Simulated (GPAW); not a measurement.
The system is Ge.

```
CELL_PARAMETERS angstrom
0.00000 2.82891 2.82891
2.82891 0.00000 2.82891
2.82891 2.82891 0.00000
ATOMIC_POSITIONS crystal
Ge 0.25000 0.25000 0.25000
Ge 0.00000 0.00000 0.00000
```

Program: GPAW 26.7.0. Alike in all runs: cell as given; smearing fermi-dirac 0.05 eV. Hardware: 1 thread of Arm Neoverse V2, with other jobs on the host.

**Question.** Order these runs on this cell by their wall time, lowest first.
A. task single point; level PBE0; potentials or basis GPAW PAW data sets (gpaw-data 1.2.1), pw; spin off; k mesh 4 × 4 × 4; cutoff (eV) 450; maxiter 60; mesh quality coarse
B. task band structure; level TASK; potentials or basis GPAW PAW data sets (gpaw-data 1.2.1), pw; spin SOC, no magnetisation; k mesh 8 × 8 × 8; cutoff (eV) 600; maxiter 150; band path GXWKGLUWLK,UX; band points 100; spin axis theta (degrees) 0; spin axis phi (degrees) 0; mesh quality not flagged
C. task band structure; level SOGGA; potentials or basis PAW data sets generated in the run's folder for this functional, pw; spin SOC, no magnetisation; k mesh 8 × 8 × 8; cutoff (eV) 600; maxiter 150; band path GXWKGLUWLK,UX; band points 80; spin axis theta (degrees) 0; spin axis phi (degrees) 0; mesh quality not flagged

**Answer.** C (27 s), B (110 s), A (400 s).

Caveats: some runs use coarse meshes; spin-orbit coupling was added after a scalar SCF, so levels and gaps hold it while energy, forces, pressure and moments don't (some runs); exact exchange converges slowly with the k mesh, and this mesh is small (some runs).
